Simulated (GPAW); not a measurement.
ZnS:

```
CELL_PARAMETERS angstrom
0.00000 2.70200 2.70200
2.70200 0.00000 2.70200
2.70200 2.70200 0.00000
ATOMIC_POSITIONS crystal
Zn 0.25000 0.25000 0.25000
S 0.00000 0.00000 0.00000
```

Base run:

* Program: GPAW 26.7.0
* Functional: BEEF-vdW
* Potentials or basis: GPAW PAW data sets (gpaw-data 1.2.1)
* Cutoff: 600 eV
* Basis: pw
* k mesh: 7 × 7 × 7
* Occupations: fermi-dirac, width 0.05 eV
* Spin: no spin polarisation

Its results: band gap on the k mesh 2.32 eV, direct.

Q: The run is repeated on the same cell with these changes: functional from BEEF-vdW to mBEEF. What comes out?

A: Band gap on the k mesh 2.94 eV, direct.
